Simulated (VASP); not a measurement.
# AlN: single point with PBEsol

**The experiment to reproduce.**

“Structural and optical properties of self-assembled AlN nanowires grown on SiO2/Si substrates by molecular beam epitaxy”, 2024, arxiv:2402.00216 quotes, for a bulk crystal of AlN at 0 K: band gap 6.0343 eV (an exciton energy, a little under the gap).

Crystal: AlN.

```
Al N
1.0
     3.11381    0.00000    0.00000
    -1.55691    2.69664    0.00000
     0.00000    0.00000    4.98334
Al N
2 2
Direct
  0.33333 0.66667 0.99900
  0.66667 0.33333 0.49900
  0.33333 0.66667 0.38100
  0.66667 0.33333 0.88100
```

| Property | Result |
| --- | --- |
| Program | VASP 6.6.1 |
| Task | single point |
| Functional | PBEsol |
| Potentials or basis | VASP PAW PBE potentials, release 64 (Al, N) |
| Cutoff | 520 eV |
| k mesh | 12 × 12 × 6 |
| Occupations | gaussian, width 0.02 eV |
| Spin | no spin polarisation |
| Dipole correction | no |
| Further INCAR settings | ALGO = Normal; EDIFF = 1e-06; NBANDS = 16 |

| Quantity | Value |
| --- | --- |
| Pressure | -0.1 GPa |
| Band gap on the k mesh | 4.11 eV, direct |

Levels at points of the mesh, in eV from the valence-band top:
```tsv
k point	band 6	band 7	band 8	band 9	band 10	band 11
(0.00, 0.00, 0.00)	-0.22	-0.22	0.00	4.11	6.55	10.49
(0.50, 0.00, 0.00)	-2.12	-1.81	-0.70	5.66	5.67	8.07
(0.00, 0.00, 0.50)	-0.56	-0.56	-0.56	6.36	6.36	10.20
(0.50, 0.00, 0.50)	-1.49	-1.38	-1.38	5.17	5.17	9.12
```

Wall time 14 s on 1 thread of Intel(R) Xeon(R) 6975P-C (Granite Rapids), with other jobs on the host, peak memory 0.18 GiB.

A measured gap of AlN is 6.0343 eV (an exciton energy, a little under the gap; 0 K; quoted in “Structural and optical properties of self-assembled AlN nanowires grown on SiO2/Si substrates by molecular beam epitaxy”, 2024, arxiv:2402.00216); the calculated 4.11 eV misses it by -1.92 eV. 2 values of this kind are on record (6.034 to 6.0343 eV); this one was drawn at random. The value is that of PBEsol on a finite k mesh, which can miss the band edges, without temperature or zero-point motion. Semilocal functionals fall short of measured gaps as a rule.

Caveat: the PAW data sets were made with another functional, which shifts forces and pressure a little.
